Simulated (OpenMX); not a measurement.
The system is Sn.

```
Sn
1.0
    -1.87793    1.89840    1.91025
     1.89462   -1.86981    1.89834
     1.88740    1.87928   -1.88166
Sn
1
Cartesian
  -0.0122 0.0003 0.0364
```

The cell isn't the ideal one: cell strained at random at fixed volume.

Base run:

| Property | Result |
| --- | --- |
| Program | OpenMX 3.8.5 |
| Functional | PBE |
| Potentials or basis | OpenMX 2013 PBE set, Sn7.0-s3p2d2, grid cutoff 500 Ry |
| k mesh | 11 × 11 × 11 |
| Occupations | fermi-dirac, width 0.05 eV |
| Spin | no spin polarisation |

Its results: band gap on the k mesh none (metal or under the smearing width); pressure -7.0 GPa.

The run is repeated on the same cell with these changes: potentials or basis from OpenMX 2013 PBE set, Sn7.0-s3p2d2, grid cutoff 500 Ry to OpenMX 2013 PBE set, Sn7.0-s3p2d2f1, grid cutoff 500 Ry. What comes out?

Band gap on the k mesh none (metal or under the smearing width); pressure -22.6 GPa.

Caveats: the basis of atomic orbitals isn't converged, which shifts pressures, moduli and gaps.
